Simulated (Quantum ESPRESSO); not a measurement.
Crystal: La2O3.

```
La O
1.0
     3.93078    0.00000    0.00000
    -1.96539    3.40415    0.00000
     0.00000    0.00000    6.11195
La O
2 3
Direct
  0.33333 0.66667 0.24624
  0.66667 0.33333 0.75376
  0.00000 0.00000 0.00000
  0.33333 0.66667 0.64589
  0.66667 0.33333 0.35411
```

The cell is a database's computed one.

Base run:

- Program: Quantum ESPRESSO 7.5
- Functional: PBE
- Potentials or basis: SSSP 1.3 efficiency PBE
- Cutoff: 748 eV
- Density cutoff: 5987 eV
- k mesh: 8 × 8 × 5
- Occupations: fermi-dirac, width 0.05 eV
- Spin: no spin polarisation

Its results: band gap on the k mesh 3.89 eV, indirect (least direct gap 4.06 eV); pressure 2.4 GPa; largest force 0.053 eV/Å.

Q: The run is repeated on the same cell with these changes: functional from PBE to PBEsol; potentials or basis from SSSP 1.3 efficiency PBE to GBRV 1.5 PBEsol; cutoff from 748 eV to 612 eV; density cutoff from 5987 eV to 4898 eV. What comes out?

A: Band gap on the k mesh 3.85 eV, indirect (least direct gap 3.99 eV); pressure -2.7 GPa; largest force 0.077 eV/Å.

Caveats: spin-orbit coupling is left out, which moves the levels of the heavy elements; an odd mesh through Γ misses points on the zone boundary, where band edges often lie (some runs); some levels on the path didn't converge (some runs).

Not every run made on this cell is shown here.
